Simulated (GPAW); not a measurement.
Runs of GPAW 26.7.0 on TaS2. The structure is trigonal, space group P-3m1 (No. 164). Conventional cell: a = 3.350 Å, b = 3.350 Å, c = 5.860 Å, α = 90.00°, β = 90.00°, γ = 120.00°. Ta (site symmetry -3m) has 6 S at 2.43 Å as nearest neighbours. S (site symmetry 3m) has 3 Ta at 2.43 Å as nearest neighbours. 

```tsv
task	level	potentials or basis	spin	cell	k mesh	optimizer	fmax	max steps	target pressure	band path	gap on the mesh (eV)	pressure (GPa)	largest force (eV/Å)
relaxation of cell and atoms	PBE	GPAW PAW data sets (gpaw-data 1.2.1), pw	off	relaxed to 5 GPa	7 × 7 × 4	BFGS	0.02 eV/Å	40	5 GPa	-	none	5.0	-
band structure	optPBE-vdW	GPAW PAW data sets (gpaw-data 1.2.1), pw	SOC, no magnetisation	as given	7 × 7 × 4	-	-	-	-	GMKGALHA,LM,KH	-	-	1.55
relaxation of cell and atoms	PBE+D3(BJ)	GPAW PAW data sets (gpaw-data 1.2.1), pw	off	relaxed	7 × 7 × 4	BFGS	0.02 eV/Å	40	-	-	none	0.0	-
band structure	LDA	PAW data sets generated in the run's folder for this functional, pw	off	as given	7 × 7 × 4	-	-	-	-	GMKGALHA,LM,KH	-	(a)	0.74
```

Alike in all rows: cutoff (eV) 600; smearing fermi-dirac 0.05 eV.

**Question.** Estimate the missing entries.

**Answer.** (a) 1.3.

Caveats: later steps reuse the first step's grids (some runs); this functional lacks dispersion, which binds the layers, so the pressure and a relaxed spacing across them are unreliable (some runs); spin-orbit coupling was added after a scalar SCF, so levels and gaps hold it while energy, forces, pressure and moments don't (some runs); this program's spin-orbit splittings come out too wide for heavy elements (some runs); the PAW data sets were made with another functional, which shifts forces and pressure a little (some runs); spin-orbit coupling is left out, which moves the levels of the heavy elements (some runs).

A k mesh can miss the band edges, and rows without SOC leave out spin-orbit coupling on Ta.

A gap of «none» marks a metal or a gap under the smearing width.
